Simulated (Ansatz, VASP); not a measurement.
# WC: programs and potentials compared

The starting cell:

```
W C
1.0
     2.90650    0.00000    0.00000
    -1.45325    2.51710    0.00000
     0.00000    0.00000    2.83660
W C
1 1
Cartesian
  0.0000 0.0000 0.0000
  1.4533 0.8390 1.4183
```

Alike in all runs: task relaxation of cell and atoms; functional RPBE; dispersion D4; k mesh 10 × 10 × 9; occupations fermi-dirac, width 0.05 eV; no spin polarisation; no spin-orbit coupling.

| program and potentials | plane-wave cutoff (eV) | notes | equilibrium volume (Å³/atom) |
| --- | --- | --- | --- |
| Ansatz, Ansatz PAW | 420 | potentials made for PBE, which Ansatz adapts in part | 10.27 |
| Ansatz, all-electron LAPW, scalar-relativistic | - | - | 10.27 |
| VASP, PBE PAW files C, W_sv, 600 eV | 600 | potentials made for PBE | 10.29 |

The equilibrium volume spans 10.27 (Ansatz, Ansatz PAW) to 10.29 Å³/atom (VASP, PBE PAW files C, W_sv, 600 eV), with all-electron results at 10.27. Some sets were made for another functional than the one run, which can shift their rows. Relaxations stop with a little pressure left, so the last digit of a volume isn't settled.

Differences between rows come from potentials, basis sets and numerical settings, since the functional is the same but for its coding. Runs on potential files found faulty are left out.
